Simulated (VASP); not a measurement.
# Ge (I4_1/amd) in VASP: a series of runs

Runs on Ge. Level: PBE. Tasks: single point.

All numbers are computed with VASP 6.6.1; they aren't measurements. Logs are shortened: lines on timing, memory, paths and dates and some standing lists are left out, and cuts for length are marked.

### Step 1. The crystal as given

The structure is tetragonal, space group I4_1/amd (No. 141). Conventional cell: a = 5.149 Å, b = 5.149 Å, c = 2.795 Å, α = 90.00°, β = 90.00°, γ = 90.00°. Around Ge (site symmetry -4m2) lie 6 Ge at 2.67 to 2.79 Å.

This isn't the form of Ge at room conditions, which is diamond.

### Step 2. Single point, PBE

Contents of INCAR:

```
PREC = Accurate
ENCUT = 400
EDIFF = 1E-7
ISMEAR = 0
SIGMA = 0.5
LREAL = F
LASPH = T
NELM = 100
ALGO = Normal
ISIF = 2
LWAVE = F
LCHARG = F
GGA = PE
NBANDS = 21
ADDGRID = F
```

Contents of KPOINTS:

```
regular mesh
0
Gamma
  8 8 8
```

Contents of POSCAR:

```
Ge
1.0
   -2.5744897190      2.5744897190      1.3974126432
    2.5744897190     -2.5744897190      1.3974126432
    2.5744897190      2.5744897190     -1.3974126432
Ge
2
Direct
    0.5147880000      0.5105290000      0.0041050000
    0.2603220000      0.7562090000      0.5249690000
```

Potentials or basis: VASP PAW PBE potentials, release 64 (Ge_d).

The run is started by

```
cat potpaw_PBE.64/Ge_d/POTCAR > POTCAR
mpirun -np 1 vasp_std > vasp.out
```

OUTCAR:

```text
PREC = Accurate
   ENCUT = 400
   EDIFF = 1E-7
   ISMEAR = 0
   LREAL = F
   LASPH = T
   NELM = 100
   ISIF = 2
   GGA = PE

 Found    260 irreducible k-points:

 Following reciprocal coordinates:
            Coordinates               Weight
  0.000000  0.000000  0.000000      1.000000
  0.125000  0.000000 -0.000000      2.000000
  0.125000  0.000000 -0.125000      2.000000
  0.000000  0.125000 -0.125000      2.000000
  0.000000  0.125000 -0.000000      2.000000
  0.250000  0.000000 -0.000000      2.000000
   k-points           NKPTS =    260   k-points in BZ     NKDIM =    260   number of bands    NBANDS=     21
   number of dos      NEDOS =    301   number of ions     NIONS =      2
   total plane-waves  NPLWV =  21952
   dimension x,y,z NGX =    28 NGY =   28 NGZ =   28
   dimension x,y,z NGXF=    56 NGYF=   56 NGZF=   56
   ions per type =               2
   NGX,Y,Z   is equivalent  to a cutoff of  11.94, 11.94, 11.94 a.u.
   NGXF,Y,Z  is equivalent  to a cutoff of  23.87, 23.87, 23.87 a.u.
 SYSTEM =  unknown system
   PREC   = accura    normal or accurate (medium, high low for compatibility)
   ISTART =      0    job   : 0-new  1-cont  2-samecut
   ICHARG =      2    charge: 1-file 2-atom 10-const
   ISPIN  =      1    spin polarized calculation?
   LNONCOLLINEAR =      F non collinear calculations
   LSORBIT =      F    spin-orbit coupling
   LASPH  =      T    aspherical Exc in radial PAW
   ENCUT  =  400.0 eV  29.40 Ry    5.42 a.u.   6.36  6.36  6.36*2*pi/ulx,y,z
   NELM   =    100;   NELMIN=  2; NELMDL= -5     # of ELM steps
   EDIFF  = 0.1E-06   stopping-criterion for ELM
   LREAL  =      F    real-space projection
   EDIFFG = 0.1E-05   stopping-criterion for IOM
   NSW    =      0    number of steps for IOM
   IBRION =     -1    ionic relax: 0-MD 1-quasi-New 2-CG
   NFREE  =      0    steps in history (QN), initial steepest desc. (CG)
   ISIF   =      2    stress and relaxation
   ISYM   =      2    0-nonsym 1-usesym 2-fastsym
   POTIM  = 0.5000    time-step for ionic-motion
   TEBEG  =    0.0;   TEEND  =   0.0 temperature during run
   PSTRESS=    0.0 pullay stress
   NELECT =      28.0000    total number of electrons
   NUPDOWN=      -1.0000    fix difference up-down
   EMIN   =  10.00;   EMAX   =-10.00  energy-range for DOS
   EFERMI =   0.00;   METHOD = LEGACY
   ISMEAR =     0;   SIGMA  =   0.50  broadening in eV -4-tet -1-fermi 0-gaus
   EFERMI_NEDOS =   21; number of points for ismear=-14 and -15
   IALGO  =     38    algorithm
   IMIX   =      4    mixing-type and parameters
     AMIX     =   0.40;   BMIX     =  1.00
     AMIX_MAG =   1.60;   BMIX_MAG =  1.00
  volume/ion in A,a.u.               =      18.52       125.01
  Fermi-wavevector in a.u.,A,eV,Ry     =   1.491209  2.817976 30.255333  2.223704
  Thomas-Fermi vector in A             =   2.603893
   LORBIT       =      0    0 simple, 1 ext, 2 COOP (PROOUT), +10 PAW based schemes
   GGA     = PE    functional components
   LHFCALC =     F    Hartree Fock is set to
   AEXX    =    0.0000 exact exchange contribution
   IVDW    =     0    specifies the selected vdW correction
   LEPSILON=     F    determine dielectric tensor
   LRPA    =     F    only Hartree local field effects (RPA)
 non-spin polarized calculation
 Gauss-broadening in eV      SIGMA  =   0.50
  energy-cutoff  :      400.00
  volume of cell :       37.05
 maximum number of plane-waves:       691
 NGX is ok and might be reduce to    28
   NGX = 13   NGY = 13   NGZ = 13

 number of electron      27.9999999 magnetization

 Free energy of the ion-electron system (eV)
  ---------------------------------------------------
  ext. energy  EPLUGINS =         0.00000000
  ---------------------------------------------------
  free energy    TOTEN  =        -8.58756851 eV

  energy without entropy =       -8.47402981  energy(sigma->0) =       -8.53079916

 E-fermi :   6.7556     XC(G=0): -11.3181

 val. band max:        6.7516728898   @ k =   0.3750   0.2500  -0.0000
 cond. band min:       6.7634486187   @ k =  -0.0000   0.3750   0.3750
 fundamental gap:      0.0117757289
 Fermi energy:         6.7556181606

 k-point     1 :       0.0000    0.0000    0.0000
  band No.  band energies     occupation
      1     -17.9563      2.00000
      2     -17.9075      2.00000
      3     -17.8791      2.00000
      4     -17.8750      2.00000
      5     -17.7753      2.00000
      6     -17.7672      2.00000
      7     -17.7622      2.00000
      8     -17.7594      2.00000
      9     -17.7028      2.00000
     10     -17.6353      2.00000
     11      -6.5172      2.00000
     12       2.7417      2.00000
     13       4.4327      2.00000
     14       4.4842      2.00000
     15      10.0471      0.00000
     16      14.3686      0.00000
     17      14.4811      0.00000
     18      14.9505      0.00000
     19      15.1720      0.00000
     20      18.3549      0.00000
     21      19.3202      0.00000

 k-point     2 :       0.1250    0.0000   -0.0000
  band No.  band energies     occupation
      1     -17.9499      2.00000
      2     -17.8884      2.00000
      3     -17.8715      2.00000
      4     -17.8512      2.00000
      5     -17.7870      2.00000
      6     -17.7784      2.00000
      7     -17.7668      2.00000
      8     -17.7631      2.00000
      9     -17.7063      2.00000
     10     -17.6409      2.00000
     11      -6.1360      2.00000
     12       2.2943      2.00000
     13       4.4871      2.00000
     14       5.5849      1.99907
     15      10.7354      0.00000
     16      12.0801      0.00000
     17      12.5948      0.00000
     18      13.6815      0.00000
     19      14.2087      0.00000
     20      17.7087      0.00000
     21      18.2298      0.00000

 k-point     3 :       0.1250    0.0000   -0.1250
  band No.  band energies     occupation
      1     -17.9505      2.00000
      2     -17.8888      2.00000
      3     -17.8717      2.00000
      4     -17.8518      2.00000
      5     -17.7850      2.00000
      6     -17.7804      2.00000
      7     -17.7662      2.00000
      8     -17.7626      2.00000
      9     -17.7060      2.00000
     10     -17.6405      2.00000
     11      -6.1361      2.00000
     12       2.3081      2.00000
     13       4.4398      2.00000
     14       5.6218      1.99866
     15      10.7303      0.00000
     16      12.0482      0.00000
     17      12.5984      0.00000
     18      13.6019      0.00000
     19      14.3729      0.00000
     20      17.7121      0.00000
     21      18.1238      0.00000

 k-point     4 :       0.0000    0.1250   -0.1250
  band No.  band energies     occupation
      1     -17.9493      2.00000
      2     -17.8874      2.00000
      3     -17.8710      2.00000
      4     -17.8519      2.00000
      5     -17.7869      2.00000
      6     -17.7801      2.00000
      7     -17.7657      2.00000
      8     -17.7615      2.00000
      9     -17.7071      2.00000
     10     -17.6426      2.00000
     11      -6.1350      2.00000
     12       2.2877      2.00000
     13       4.4808      2.00000
     14       5.5894      1.99903
     15      10.7632      0.00000
     16      12.0618      0.00000
     17      12.6367      0.00000
     18      13.6658      0.00000
     19      14.1853      0.00000
     20      17.6794      0.00000
     21      18.2338      0.00000

 k-point     5 :       0.0000    0.1250   -0.0000
  band No.  band energies     occupation
      1     -17.9500      2.00000
      2     -17.8875      2.00000
      3     -17.8712      2.00000
      4     -17.8525      2.00000
      5     -17.7864      2.00000
      6     -17.7813      2.00000
      7     -17.7632      2.00000
      8     -17.7620      2.00000
      9     -17.7069      2.00000
     10     -17.6423      2.00000
     11      -6.1351      2.00000
     12       2.3014      2.00000
     13       4.4336      2.00000
     14       5.6263      1.99860
     15      10.7573      0.00000
     16      12.0296      0.00000
     17      12.6423      0.00000
     18      13.5863      0.00000
     19      14.3491      0.00000
     20      17.6805      0.00000
     21      18.1283      0.00000

 k-point     6 :       0.2500    0.0000   -0.0000
  band No.  band energies     occupation
      1     -17.9328      2.00000
      2     -17.8550      2.00000
      3     -17.8515      2.00000
      4     -17.8164      2.00000
      5     -17.8114      2.00000
      6     -17.7846      2.00000
      7     -17.7783      2.00000
      8     -17.7600      2.00000
      9     -17.7154      2.00000
     10     -17.6550      2.00000
     11      -4.9969      2.00000
     12       2.0385      2.00000
     13       4.6698      2.00000
     14       7.3917      0.07202
     15       8.1819      0.00005
     16       9.3976      0.00000
     17      11.7798      0.00000
     18      12.2231      0.00000
     19      13.4240      0.00000
     20      15.6425      0.00000
     21      17.6564      0.00000

 [... further k-points ...]
[... 5 lines left out ...]
  --------------------------------------------------------------------------------------
  -------------------------------------------------------------------------------------
  Total        0.3861608      0.6035176      1.1848653     -0.0023854     -0.0765364      0.0710113
  in kB       16.6998212     26.0995832     51.2404089     -0.1031601     -3.3098753      3.0709391
  external PRESSURE =      31.3466044 kB  Pullay stress =       0.0000000 kB

 VOLUME and BASIS-vectors are now :
 -----------------------------------------------------------------------------
  energy-cutoff  :      400.00
  volume of cell :       37.05
      direct lattice vectors                 reciprocal lattice vectors
    -2.574489719  2.574489719  1.397412643     0.000000000  0.194213244  0.357804119
     2.574489719 -2.574489719  1.397412643     0.194213244  0.000000000  0.357804119
     2.574489719  2.574489719 -1.397412643     0.194213244  0.194213244  0.000000000

 POSITION                                       TOTAL-FORCE (eV/Angst)
 -----------------------------------------------------------------------------------
     -0.00040      0.02153      1.42705         0.191237      0.223999     -0.023419
      2.62818      0.07487      0.68691        -0.191237     -0.223999      0.023419
 -----------------------------------------------------------------------------------
    total drift:                               -0.000042      0.000222      0.000008

  FREE ENERGIE OF THE ION-ELECTRON SYSTEM (eV)
  ---------------------------------------------------
  free  energy   TOTEN  =        -8.5875685097 eV

  energy  without entropy=       -8.4740298145  energy(sigma->0) =       -8.53079916
```

Wall time 55 s (1 thread of Intel Xeon 6975P-C (Granite Rapids), shared host); peak memory 0.23 GiB.

The run converged, but some of its settings lie outside the range that counts as converged, so its numbers aren't taken as properties of the crystal.

Results:

* Free energy: -8.5876 eV
* Pressure: 3.1 GPa
* Largest force: 0.295 eV/Å
* Band gap on the k mesh: none (metal or under the smearing width)

### Step 3. Single point, PBE

INCAR, as its differences from that of step 2:

```diff
@@ -4,3 +4,3 @@
 ISMEAR = 0
-SIGMA = 0.5
+SIGMA = 0.2
 LREAL = F
```

KPOINTS is that of step 2.

Contents of POSCAR:

```
Ge
1.0
   -2.5744897190      2.5744897190      1.3974126432
    2.5744897190     -2.5744897190      1.3974126432
    2.5744897190      2.5744897190     -1.3974126432
Ge
2
Direct
    0.5000000000      0.5000000000      0.0000000000
    0.2500000000      0.7500000000      0.5000000000
```

Potentials or basis: VASP PAW PBE potentials, release 64 (Ge_d).

The run is started by

```
cat potpaw_PBE.64/Ge_d/POTCAR > POTCAR
mpirun -np 1 vasp_std > vasp.out
```

OUTCAR:

```text
PREC = Accurate
   ENCUT = 400
   EDIFF = 1E-7
   ISMEAR = 0
   LREAL = F
   LASPH = T
   NELM = 100
   ISIF = 2
   GGA = PE

 Found     59 irreducible k-points:

 Following reciprocal coordinates:
            Coordinates               Weight
  0.000000  0.000000  0.000000      1.000000
  0.125000  0.000000 -0.000000      8.000000
  0.250000  0.000000 -0.000000      8.000000
  0.375000  0.000000  0.000000      8.000000
  0.500000  0.000000 -0.000000      4.000000
  0.125000  0.125000 -0.000000      8.000000
   k-points           NKPTS =     59   k-points in BZ     NKDIM =     59   number of bands    NBANDS=     21
   number of dos      NEDOS =    301   number of ions     NIONS =      2
   total plane-waves  NPLWV =  21952
   dimension x,y,z NGX =    28 NGY =   28 NGZ =   28
   dimension x,y,z NGXF=    56 NGYF=   56 NGZF=   56
   ions per type =               2
   NGX,Y,Z   is equivalent  to a cutoff of  11.94, 11.94, 11.94 a.u.
   NGXF,Y,Z  is equivalent  to a cutoff of  23.87, 23.87, 23.87 a.u.
 SYSTEM =  unknown system
   PREC   = accura    normal or accurate (medium, high low for compatibility)
   ISTART =      0    job   : 0-new  1-cont  2-samecut
   ICHARG =      2    charge: 1-file 2-atom 10-const
   ISPIN  =      1    spin polarized calculation?
   LNONCOLLINEAR =      F non collinear calculations
   LSORBIT =      F    spin-orbit coupling
   LASPH  =      T    aspherical Exc in radial PAW
   ENCUT  =  400.0 eV  29.40 Ry    5.42 a.u.   6.36  6.36  6.36*2*pi/ulx,y,z
   NELM   =    100;   NELMIN=  2; NELMDL= -5     # of ELM steps
   EDIFF  = 0.1E-06   stopping-criterion for ELM
   LREAL  =      F    real-space projection
   EDIFFG = 0.1E-05   stopping-criterion for IOM
   NSW    =      0    number of steps for IOM
   IBRION =     -1    ionic relax: 0-MD 1-quasi-New 2-CG
   NFREE  =      0    steps in history (QN), initial steepest desc. (CG)
   ISIF   =      2    stress and relaxation
   ISYM   =      2    0-nonsym 1-usesym 2-fastsym
   POTIM  = 0.5000    time-step for ionic-motion
   TEBEG  =    0.0;   TEEND  =   0.0 temperature during run
   PSTRESS=    0.0 pullay stress
   NELECT =      28.0000    total number of electrons
   NUPDOWN=      -1.0000    fix difference up-down
   EMIN   =  10.00;   EMAX   =-10.00  energy-range for DOS
   EFERMI =   0.00;   METHOD = LEGACY
   ISMEAR =     0;   SIGMA  =   0.20  broadening in eV -4-tet -1-fermi 0-gaus
   EFERMI_NEDOS =   21; number of points for ismear=-14 and -15
   IALGO  =     38    algorithm
   IMIX   =      4    mixing-type and parameters
     AMIX     =   0.40;   BMIX     =  1.00
     AMIX_MAG =   1.60;   BMIX_MAG =  1.00
  volume/ion in A,a.u.               =      18.52       125.01
  Fermi-wavevector in a.u.,A,eV,Ry     =   1.491209  2.817976 30.255333  2.223704
  Thomas-Fermi vector in A             =   2.603893
   LORBIT       =      0    0 simple, 1 ext, 2 COOP (PROOUT), +10 PAW based schemes
   GGA     = PE    functional components
   LHFCALC =     F    Hartree Fock is set to
   AEXX    =    0.0000 exact exchange contribution
   IVDW    =     0    specifies the selected vdW correction
   LEPSILON=     F    determine dielectric tensor
   LRPA    =     F    only Hartree local field effects (RPA)
 non-spin polarized calculation
 Gauss-broadening in eV      SIGMA  =   0.20
  energy-cutoff  :      400.00
  volume of cell :       37.05
 maximum number of plane-waves:       691
 NGX is ok and might be reduce to    28
   NGX = 13   NGY = 13   NGZ = 13

 number of electron      28.0000030 magnetization

 Free energy of the ion-electron system (eV)
  ---------------------------------------------------
  ext. energy  EPLUGINS =         0.00000000
  ---------------------------------------------------
  free energy    TOTEN  =        -8.54796498 eV

  energy without entropy =       -8.52753178  energy(sigma->0) =       -8.53774838

 E-fermi :   6.7608     XC(G=0): -11.3201

 val. band max:        6.7034619794   @ k =  -0.2500   0.2500   0.2500
 cond. band min:       6.8428297887   @ k =   0.3750   0.3750   0.1250
 fundamental gap:      0.1393678093
 Fermi energy:         6.7608270112

 k-point     1 :       0.0000    0.0000    0.0000
  band No.  band energies     occupation
      1     -17.9557      2.00000
      2     -17.9074      2.00000
      3     -17.8800      2.00000
      4     -17.8750      2.00000
      5     -17.7705      2.00000
      6     -17.7705      2.00000
[... 13 lines left out ...]
     20      18.3540      0.00000
     21      19.3388      0.00000

 k-point     2 :       0.1250    0.0000   -0.0000
  band No.  band energies     occupation
      1     -17.9494      2.00000
      2     -17.8874      2.00000
      3     -17.8722      2.00000
      4     -17.8517      2.00000
      5     -17.7852      2.00000
      6     -17.7813      2.00000
[... 13 lines left out ...]
     20      17.6894      0.00000
     21      18.1681      0.00000

 k-point     3 :       0.2500    0.0000   -0.0000
  band No.  band energies     occupation
      1     -17.9323      2.00000
      2     -17.8542      2.00000
      3     -17.8508      2.00000
      4     -17.8231      2.00000
      5     -17.8103      2.00000
      6     -17.7809      2.00000
[... 13 lines left out ...]
     20      15.6400      0.00000
     21      17.5773      0.00000

 k-point     4 :       0.3750    0.0000    0.0000
  band No.  band energies     occupation
      1     -17.9163      2.00000
      2     -17.8517      2.00000
      3     -17.8470      2.00000
      4     -17.8348      2.00000
      5     -17.8143      2.00000
      6     -17.7970      2.00000
[... 13 lines left out ...]
     20      15.9798      0.00000
     21      18.9698      0.00000

 k-point     5 :       0.5000    0.0000   -0.0000
  band No.  band energies     occupation
      1     -17.9082      2.00000
      2     -17.8655      2.00000
      3     -17.8591      2.00000
      4     -17.8296      2.00000
      5     -17.8052      2.00000
      6     -17.8041      2.00000
[... 13 lines left out ...]
     20      18.3882      0.00000
     21      19.2633      0.00000

 k-point     6 :       0.1250    0.1250   -0.0000
  band No.  band energies     occupation
      1     -17.9381      2.00000
      2     -17.8586      2.00000
      3     -17.8479      2.00000
      4     -17.8148      2.00000
      5     -17.8030      2.00000
      6     -17.7940      2.00000
[... 13 lines left out ...]
     20      15.8738      0.00000
     21      16.4748      0.00000

 [... further k-points ...]
[... 5 lines left out ...]
  --------------------------------------------------------------------------------------
  -------------------------------------------------------------------------------------
  Total        0.3033845      0.3033845      1.2999630      0.0000000      0.0000000      0.0000000
  in kB       13.1200941     13.1200941     56.2178957      0.0000000      0.0000000      0.0000000
  external PRESSURE =      27.4860280 kB  Pullay stress =       0.0000000 kB

 VOLUME and BASIS-vectors are now :
 -----------------------------------------------------------------------------
  energy-cutoff  :      400.00
  volume of cell :       37.05
      direct lattice vectors                 reciprocal lattice vectors
    -2.574489719  2.574489719  1.397412643     0.000000000  0.194213244  0.357804119
     2.574489719 -2.574489719  1.397412643     0.194213244  0.000000000  0.357804119
     2.574489719  2.574489719 -1.397412643     0.194213244  0.194213244  0.000000000

 POSITION                                       TOTAL-FORCE (eV/Angst)
 -----------------------------------------------------------------------------------
      0.00000      0.00000      1.39741         0.000000     -0.000000     -0.000000
      2.57449      0.00000      0.69871        -0.000000      0.000000      0.000000
 -----------------------------------------------------------------------------------
    total drift:                                0.000000     -0.000000      0.000000

  FREE ENERGIE OF THE ION-ELECTRON SYSTEM (eV)
  ---------------------------------------------------
  free  energy   TOTEN  =        -8.5479649784 eV

  energy  without entropy=       -8.5275317841  energy(sigma->0) =       -8.53774838
```

stdout:

```text
POSCAR found type information on POSCAR Ge
 POSCAR found :  1 types and       2 ions
 scaLAPACK will be used
 LDA part: xc-table for (Slater+PW92), standard interpolation
 POSCAR, INCAR and KPOINTS ok, starting setup
 FFT: planning ... GRIDC
 FFT: planning ... GRID_SOFT
 FFT: planning ... GRID
 WAVECAR not read
 entering main loop
```

Run time: 15 s. Hardware: 1 thread of Intel Xeon 6975P-C (Granite Rapids), shared host; peak memory 0.16 GiB.

These settings aren't checked as converged: the numbers below hold their error.

Results:

```yaml
Free_energy: -8.5480 eV
Pressure: 2.7 GPa
Band_gap_on_the_k_mesh: none (metal or under the smearing width)
```

(Continued in part 2 of 2.)
